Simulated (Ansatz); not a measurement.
# Spin–orbit splittings in Sc

```
Sc
1.0
     0.00000    2.27050    2.27050
     2.27050    0.00000    2.27050
     2.27050    2.27050    0.00000
Sc
1
Direct
  0.00000 0.00000 0.00000
```

Conventional cell: a = 4.541 Å, b = 4.541 Å, c = 4.541 Å, α = 90.00°, β = 90.00°, γ = 90.00°. Sc (atom 1) is surrounded by 12 Sc at 3.21 Å.

The cell is COD entry 9008483, as deposited and not checked against the literature; nothing was relaxed.

Spin polarisation is left out, and whether a magnetic state lies lower isn't shown here.

Methods: DFT, PBE, all-electron LAPW, scalar-relativistic (Ansatz 0.2.0); DFT, PBE, all-electron LAPW, Dirac equation with spin-orbit coupling (Ansatz 0.2.0).

The runs use a Γ-centred 12×12×12 k mesh, Fermi–Dirac smearing of 0.03 eV, basis error target 0.25 meV/atom, no spin polarisation.

Levels between -4 and 2 eV, each run counted from its own valence-band top where it has a gap, else its Fermi level. Scalar levels are listed once for both spins; with the coupling every spinor state is counted. Levels near the edges of the range can cross them.

At Γ (0.000, 0.000, 0.000) the scalar-relativistic levels are 1.65 (×3). What are they with spin–orbit coupling?

1.64 (×4), 1.66 (×2).
